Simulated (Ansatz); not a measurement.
Compressing TaN: a fit and a missing row

TaN, Fm-3m, a = 4.376 Å. This isn't the usual stable structure of the compound. Ansatz: PBEsol, PAW, 420 eV, Γ-centred 16×16×16 mesh on 2 atoms, Gaussian smearing 0.10 eV; no spin polarisation. Symmetry fixes shape and atoms, so the cell is only scaled; pressure is positive in compression.

| V (Å³/atom) | P (GPa) |
| --- | --- |
| 9.216 | ? |
| 9.530 | 41.46 |
| 9.844 | 25.35 |
| 10.158 | 11.66 |
| 10.472 | 0.03 |
| 10.787 | -9.85 |
| 11.101 | -18.24 |
| 11.520 | -27.49 |

**Question.** Take V0 = 10.472 Å³/atom, count pressures from its P0 = 0.03 GPa, fit the third-order Birch–Murnaghan form to the other rows, and predict the missing pressure.

**Answer.** With the Eulerian strain f = ½[(V0/V)^(2/3) − 1] and y = (P − P0)/[3f(1 + 2f)^(5/2)], the form is the line y = B0 + 1.5 B0 (B0′ − 4) f. Rows (f, y): 0.03243, 363.9; 0.02105, 361.7; 0.01025, 359.5; -0.00978, 353.8; -0.01907, 352.0; -0.03080, 349.1. Means f = 0.0006800, y = 356.67; Σ(Δf)² = 0.003005, ΣΔfΔy = 0.7197; the slope is their ratio. y = 356.5 + 239.5 f GPa, so B0 = 356.5 GPa and B0′ = 4 + 2 × (239.5)/(3 × 356.5) = 4.45. At V = 9.216, f = 0.04445, y = 367.15 and P = 60.61 GPa. The run gave 60.45 GPa, so the fit is 0.16 GPa too high, a small miss on the scale of the series.

Spin–orbit coupling is left out, which can shift energies with elements as heavy as these.